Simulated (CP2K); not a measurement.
# CdTe (F-43m) in CP2K: notebook, part 3 of 3

CP2K 2026.2.

**6. Single point, TPSS**

File cdte_scf.inp:

```
&GLOBAL
  PROJECT cdte_scf
  RUN_TYPE ENERGY_FORCE
  PRINT_LEVEL LOW
&END GLOBAL
&FORCE_EVAL
  METHOD QS
  STRESS_TENSOR ANALYTICAL
  &DFT
    BASIS_SET_FILE_NAME BASIS_MOLOPT_UZH
    POTENTIAL_FILE_NAME POTENTIAL_UZH
    &MGRID
      CUTOFF 675
      REL_CUTOFF 60
      NGRIDS 4
    &END MGRID
    &QS
      METHOD GPW
      EPS_DEFAULT 1.0E-9
    &END QS
    &KPOINTS
      SCHEME MONKHORST-PACK 7 7 7
      GAMMA_CENTERED T
      SYMMETRY T
      SYMMETRY_BACKEND SPGLIB
    &END KPOINTS
    &SCF
      SCF_GUESS ATOMIC
      EPS_SCF 1.0E-6
      MAX_SCF 100
      ADDED_MOS 10
      CHOLESKY OFF
      EPS_EIGVAL 1.0E-7
      &DIAGONALIZATION ON
        ALGORITHM STANDARD
      &END DIAGONALIZATION
      &MIXING ON
        METHOD BROYDEN_MIXING
        ALPHA 0.4
        BETA 1.5
        NBUFFER 8
      &END MIXING
      &SMEAR ON
        METHOD FERMI_DIRAC
        ELECTRONIC_TEMPERATURE [K] 580.226
      &END SMEAR
    &END SCF
    &XC
      &XC_FUNCTIONAL
        &MGGA_X_TPSS
        &END MGGA_X_TPSS
        &MGGA_C_TPSS
        &END MGGA_C_TPSS
      &END XC_FUNCTIONAL
    &END XC
    &PRINT
      &KPOINTS ON
      &END KPOINTS
      &MULLIKEN ON
      &END MULLIKEN
      &MO ON
        ENERGIES T
        OCCUPATION_NUMBERS T
        &EACH
          QS_SCF 0
        &END EACH
        ADD_LAST NUMERIC
      &END MO
      &E_DENSITY_CUBE ON
        STRIDE 2
      &END E_DENSITY_CUBE
      &V_HARTREE_CUBE ON
        STRIDE 2
      &END V_HARTREE_CUBE
      &ELF_CUBE ON
        STRIDE 2
      &END ELF_CUBE
    &END PRINT
  &END DFT
  &SUBSYS
    &CELL
      ABC 4.5325544674 4.5325544674 4.5325544674
      ALPHA_BETA_GAMMA 60.0000000004 59.9999999999 60.0000000000
      PERIODIC XYZ
    &END CELL
    &COORD
      SCALED
      Te  0.7500000000 0.7500000000 0.7500000000
      Cd  0.0000000000 0.0000000000 0.0000000000
    &END COORD
    &KIND Te
      BASIS_SET TZVP-MOLOPT-PBE-GTH-q6
      POTENTIAL GTH-PBE-q6
    &END KIND
    &KIND Cd
      BASIS_SET TZVP-MOLOPT-PBE-GTH-q12
      POTENTIAL GTH-PBE-q12
    &END KIND
    &PRINT
      &ATOMIC_COORDINATES ON
      &END ATOMIC_COORDINATES
      &CELL ON
      &END CELL
    &END PRINT
  &END SUBSYS
  &PRINT
    &FORCES ON
    &END FORCES
    &STRESS_TENSOR ON
    &END STRESS_TENSOR
  &END PRINT
&END FORCE_EVAL
```

Potentials or basis: POTENTIAL_UZH Te GTH-PBE-q6, Cd GTH-PBE-q12; TZVP-MOLOPT-PBE-GTH basis.

Launch:

```
$ OMP_NUM_THREADS=1 cp2k.psmp -i cdte_scf.inp -o cdte_scf.out
```

cdte_scf.out:

```text

 CP2K| version string:                                       CP2K version 2026.2
 CP2K| Input file name                                              cdte_scf.inp

 GLOBAL| Force Environment number                                              1
 GLOBAL| Basis set file name                                    BASIS_MOLOPT_UZH
 GLOBAL| Potential file name                                       POTENTIAL_UZH
 GLOBAL| MM Potential file name                                     MM_POTENTIAL
 GLOBAL| Coordinate file name                                      __STD_INPUT__
 GLOBAL| Method name                                                        CP2K
 GLOBAL| Project name                                                   cdte_scf
 GLOBAL| Run type                                                   ENERGY_FORCE
 GLOBAL| FFT library                                                       FFTW3
 GLOBAL| Diagonalization library                                       ScaLAPACK
 GLOBAL| Cholesky decomposition library                                ScaLAPACK
 GLOBAL| DGEMM library                                                      BLAS
 GLOBAL| Direct generalized diagonalization requested                          F
 GLOBAL| Matrix multiplication library                                 ScaLAPACK
 GLOBAL| Global print level                                                  LOW
 GLOBAL| Total number of message passing processes                             1
 GLOBAL| Number of threads for this process                                    1
 GLOBAL| CPU model name                                                  UNKNOWN

 CELL| Volume [angstrom^3]:                                            65.843680
 CELL| Vector a [angstrom]:       4.533     0.000     0.000   |a| =     4.532554
 CELL| Vector b [angstrom]:       2.266     3.925     0.000   |b| =     4.532554
 CELL| Vector c [angstrom]:       2.266     1.308     3.701   |c| =     4.532554
 CELL| Angle (b,c), alpha [degree]:                                    60.000000
 CELL| Angle (a,c), beta  [degree]:                                    60.000000
 CELL| Angle (a,b), gamma [degree]:                                    60.000000
 CELL| Numerically orthorhombic:                                              NO
 CELL| Periodicity                                                           XYZ

 CELL_REF| Volume [angstrom^3]:                                        65.843680
 CELL_REF| Vector a [angstrom     4.533     0.000     0.000   |a| =     4.532554
 CELL_REF| Vector b [angstrom     2.266     3.925     0.000   |b| =     4.532554
 CELL_REF| Vector c [angstrom     2.266     1.308     3.701   |c| =     4.532554
 CELL_REF| Angle (b,c), alpha [degree]:                                60.000000
 CELL_REF| Angle (a,c), beta  [degree]:                                60.000000
 CELL_REF| Angle (a,b), gamma [degree]:                                60.000000
[... 131 lines left out ...]
  Hartree energy:                                              18.05589475548695
  Exchange-correlation energy:                                 -8.34906427654464
  Electronic entropic energy:                                  -0.00000002813138
  Fermi energy:                                                 0.14428662896421

  Total energy:                                               -54.15347429414969
  Total energy (extrapolated to T->0):                        -54.15347428008400

 MO| EIGENVALUES AND OCCUPATION NUMBERS FOR K POINT 1
 MO|
 MO|  Index      Eigenvalue [a.u.]        Eigenvalue [eV]             Occupation
 MO|      1              -0.284123              -7.731378               2.000000
 MO|      2              -0.180453              -4.910387               2.000000
 MO|      3              -0.180453              -4.910385               2.000000
 MO|      4              -0.171959              -4.679233               2.000000
 MO|      5              -0.171959              -4.679232               2.000000
 MO|      6              -0.161123              -4.384369               2.000000
[... 343 lines left out ...]
 MO|     18               0.719079              19.567148               0.000000
 MO|     19               0.719097              19.567626               0.000000
 MO| Sum:                                                              18.000000
 MO| E(Fermi):            0.144287 a.u.          3.926239 eV

 [... the levels of further k-points ...]

 The electron density is written in Cube    file format to the file:

 cdte_scf-ELECTRON_DENSITY-1_0.cube

 !-----------------------------------------------------------------------------!
                     Mulliken Population Analysis

 #  Atom  Element  Kind  Atomic population                           Net charge
       1     Te       1          6.602534                             -0.602534
       2     Cd       2         11.397466                              0.602534
 # Total charge                             18.000000                 -0.000000

 !-----------------------------------------------------------------------------!

               ----- ELF is computed on the real space grid -----

 ELF is written in Cube    file format to the file:

 cdte_scf-ELF_S1-1_0.cube

 ENERGY| Total FORCE_EVAL ( QS ) energy [hartree]            -54.153473123473539

 FORCES| Atomic forces [hartree/bohr]
 FORCES|   Atom     x               y               z               |f|
 FORCES|      1 -5.37877181E-09  5.31531426E-08 -2.61707390E-06   2.61761914E-06
 FORCES|      2  5.24433570E-09 -5.32361325E-08  2.61702440E-06   2.61757107E-06
 FORCES| Sum    -1.34436110E-10 -8.29899775E-11 -4.94996107E-11
 FORCES| Total atomic force                                       1.65561516E-10

 STRESS| Analytical stress tensor [bar]
 STRESS|                        x                   y                   z
 STRESS|      x        4.42780111496E+04   3.98678308927E-02   6.98208565856E-03
 STRESS|      y        3.98678308927E-02   4.42655127847E+04   8.20310856335E-02
 STRESS|      z        6.98208565856E-03   8.20310856335E-02   4.42746679326E+04
 STRESS| 1/3 Trace                                             4.42727306223E+04
 STRESS| Determinant                                           8.67778563096E+13

 STRESS| Eigenvectors and eigenvalues of the analytical stress tensor [bar]
 STRESS|                        1                   2                   3
 STRESS| Eigenvalues   4.42655119230E+04   4.42746686515E+04   4.42780112925E+04
 STRESS|      x          -0.003184476621     -0.002195538928      0.999992519331
 STRESS|      y           0.999954819729      0.008949460830      0.003204005603
 STRESS|      z          -0.008956428401      0.999957542479      0.002166940384
```

Wall time 50 s (1 thread of Arm Neoverse V2, shared host); peak memory 0.42 GiB.

Results:

```
Free energy            : -1473.5909 eV
Pressure               : 4.4 GPa
Band gap on the k mesh : 0.96 eV, direct
Mulliken charges       : Te -0.60; Cd +0.60 e
```

Caveat: Mulliken charges move with the basis; the potentials were made for another functional, which shifts forces and pressure; spin-orbit coupling is left out, which moves the levels of the heavy elements; the basis of atomic orbitals isn't converged, which shifts pressures, moduli and gaps.

**7. Overview**

```csv
level,gap on the mesh (eV),pressure (GPa)
PBEsol,0.73,2.9
RPBE,1.01,6.1
revPBE,0.97,5.8
BLYP,0.89,7.6
TPSS,0.96,4.4
```

Alike in all rows: task single point; potentials or basis POTENTIAL_UZH Te GTH-PBE-q6, Cd GTH-PBE-q12; TZVP-MOLOPT-PBE-GTH basis; no spin polarisation; cell as given; k mesh 7 × 7 × 7; smearing fermi-dirac 0.05 eV.

Caveats: the potentials were made for another functional, which shifts forces and pressure; spin-orbit coupling is left out, which moves the levels of the heavy elements; the basis of atomic orbitals isn't converged, which shifts pressures, moduli and gaps.

Total energies depend on the potentials used, so only differences within one code and one set of settings carry meaning.

**8. Comparison with measurements**

Step 2. Against the measured gap of CdTe, 1.607 eV (0 K; a printed reference work, data compilation), the calculated 0.73 eV is off by -0.88 eV. Spin-orbit coupling on Cd, Te is left out. The value is that of PBEsol in an atomic basis (POTENTIAL_UZH Te GTH-PBE-q6, Cd GTH-PBE-q12; TZVP-MOLOPT-PBE-GTH basis), whose error adds to the functional's,, without temperature or zero-point motion. Semilocal functionals fall short of measured gaps as a rule.

Step 3. Measured gap of CdTe: 1.607 eV (0 K; a printed reference work, data compilation). This calculation gives 1.01 eV (-0.60 eV). Spin-orbit coupling on Cd, Te is left out. The value is that of RPBE in an atomic basis (POTENTIAL_UZH Te GTH-PBE-q6, Cd GTH-PBE-q12; TZVP-MOLOPT-PBE-GTH basis), whose error adds to the functional's,, without temperature or zero-point motion. Semilocal functionals fall short of measured gaps as a rule.

Step 4. Against the measured gap of CdTe, 1.607 eV (0 K; a printed reference work, data compilation), the calculated 0.97 eV is off by -0.63 eV. Spin-orbit coupling on Cd, Te is left out. The value is that of revPBE in an atomic basis (POTENTIAL_UZH Te GTH-PBE-q6, Cd GTH-PBE-q12; TZVP-MOLOPT-PBE-GTH basis), whose error adds to the functional's,, without temperature or zero-point motion. Semilocal functionals fall short of measured gaps as a rule.

Step 5. A measured gap of CdTe is 1.607 eV (0 K; a printed reference work, data compilation); the calculated 0.89 eV misses it by -0.72 eV. Spin-orbit coupling on Cd, Te is left out. The value is that of BLYP in an atomic basis (POTENTIAL_UZH Te GTH-PBE-q6, Cd GTH-PBE-q12; TZVP-MOLOPT-PBE-GTH basis), whose error adds to the functional's,, without temperature or zero-point motion. Semilocal functionals fall short of measured gaps as a rule.

Step 6. Measured gap of CdTe: 1.607 eV (0 K; a printed reference work, data compilation). This calculation gives 0.96 eV (-0.64 eV). Spin-orbit coupling on Cd, Te is left out. The value is that of TPSS in an atomic basis (POTENTIAL_UZH Te GTH-PBE-q6, Cd GTH-PBE-q12; TZVP-MOLOPT-PBE-GTH basis), whose error adds to the functional's,, without temperature or zero-point motion.
